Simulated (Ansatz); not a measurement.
**What a change of settings does to a run on PbS**

The cell is COD entry 9000001, as deposited and not checked against the literature; nothing was relaxed. The listed cell was then made from it by scaling, straining or moving an atom.

First run: DFT, PBE, PAW with Ansatz's default frozen-core files, scalar-relativistic (Ansatz 0.2.0).

Command: `ansatz run input.yaml --threads 1 --pin off --max-ram 2048MiB --backend cpu --events-out ev --progress --plain --runs-dir out` The run took 12 s on 1 thread of Arm Neoverse V1, with other jobs on the host, peak memory 0.42 GiB.

```yaml
crystal:
  lattice:
    - [0.0, 2.965, 2.965]
    - [2.965, 0.0, 2.965]
    - [2.965, 2.965, 0.0]
  atoms:
    - { symbol: Pb, position: [0.0, 0.0, 0.0] }
    - { symbol: S, position: [0.5, 0.5, 0.5119241147] }
kpoints:
  mp_grid: { grid: [8, 8, 8] }
scf:
  occupations: { method: fermi_dirac, width: 0.01 }
hamiltonian:
  xc: pbe
  pseudopotentials: { kind: paw }
output:
  forces: true
  stress: true
  eigenvalues: true
  efg: { contact_densities: true }
  write_density: true
  write_potential: true
  elf: true
  volumetric_format: npy
```

Result: converged; pressure 2.31 GPa; largest force 0.027 eV/Å; gap on the k mesh 0.36 eV; 6 SCF iterations.

Spin–orbit coupling is left out, though it moves levels of the heavy atoms by tenths of an eV or more.

The input is then changed:

```diff
@@ -8,7 +8,8 @@
     - { symbol: S, position: [0.5, 0.5, 0.5119241147] }
 kpoints:
-  mp_grid: { grid: [8, 8, 8] }
+  mp_grid: { grid: [4, 4, 4] }
 scf:
   occupations: { method: fermi_dirac, width: 0.01 }
+  eigensolver: { kind: davidson }
 hamiltonian:
   xc: pbe
```

(1) Predict the outcome of the changed run.

Results:

(1) It converged; energy at zero smearing +6.4 meV/atom from the first run; pressure 2.37 GPa; largest force 0.028 eV/Å; gap on the k mesh 0.36 eV; 6 SCF iterations. Some of these settings are too coarse for converged properties.
